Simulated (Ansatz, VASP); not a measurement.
This is a calculation of Cl for VASP 6.6.1.

The input INCAR:

```
SYSTEM = Cl
PREC = Accurate ; ENCUT = 520
EDIFF = 1E-7 ; ISMEAR = -1
SIGMA = 0.05 ; LREAL = .False.
LASPH = .True. ; NELM = 100
ALGO = Normal ; ISIF = 2
LWAVE = .False. ; LCHARG = .False.
GGA = PS ; NBANDS = 22
```

File KPOINTS:

```
Automatic mesh
0
Gamma
  7 7 4
  0 0 0
```

File POSCAR:

```
Cl
1.0
    3.2066823265     -2.2941288504      0.0000000000
    3.2066823265      2.2941288504      0.0000000000
    0.0000000000      0.0000000000      8.3710212721
Cl
4
Direct
    0.3700000000      0.6300000000      0.4000000000
    0.1300000000      0.8700000000      0.9000000000
    0.6300000000      0.3700000000      0.6000000000
    0.8700000000      0.1300000000      0.1000000000
```

Potentials or basis: VASP PAW PBE potentials, release 64 (Cl).

The run is started by

```console
$ cat potpaw_PBE.64/Cl/POTCAR > POTCAR
$ mpirun -np 1 vasp_std > vasp.out
```

Translate it to Ansatz 0.2.0. Potentials there: Ansatz PAW.

As run (the cutoff follows the program's own potentials):

Contents of input.yaml:

```yaml
crystal:
  lattice:
    - [3.2066823265, -2.2941288504, 0.0]
    - [3.2066823265, 2.2941288504, 0.0]
    - [0.0, 0.0, 8.3710212721]
  atoms:
    - { symbol: Cl, position: [0.37, 0.63, 0.4] }
    - { symbol: Cl, position: [0.13, 0.87, 0.9] }
    - { symbol: Cl, position: [0.63, 0.37, 0.6] }
    - { symbol: Cl, position: [0.87, 0.13, 0.1] }
hamiltonian:
  xc: pbesol
  pseudopotentials: { kind: paw }
kpoints:
  mp_grid: { grid: [7, 7, 4] }
scf:
  occupations: { method: fermi_dirac, width: 0.05 }
output:
  forces: true
  stress: true
  eigenvalues: true
```

Potentials or basis: Ansatz PAW.

The run is started by

```bash
$ ansatz run input.yaml --threads 1 --pin off --max-ram 3584MiB --backend cpu --events-out ev --progress --plain --runs-dir out
```

Both were run:

|  | VASP | Ansatz | Ansatz less VASP |
| --- | --- | --- | --- |
| gap on the k mesh at the Fermi level (eV) | 2.27 | 2.23 | -0.045 |
| least direct gap on the mesh (eV) | 2.33 | 2.28 | -0.045 |
| pressure (GPa) | -2.4 | -2.1 | +0.25 |
| largest component of the traceless stress (GPa) | 2.37 | 2.18 | -0.194 |
| rms of the force components (eV/Å) | 0.521 | 0.452 | -0.0697 |

Atom by atom the forces differ by 0.070 eV/Å (rms over components).

Caveats: the PAW data sets were made with another functional, which shifts forces and pressure a little (VASP); an odd mesh through Γ misses points on the zone boundary, where band edges often lie (VASP); odd divisions of the mesh miss points on the zone boundary, where band edges often lie, so the gap on the mesh can be too wide (Ansatz); the PAW data sets come from PBE, with cores solved anew for the run's functional, which leaves a small shift of forces and pressure (Ansatz).
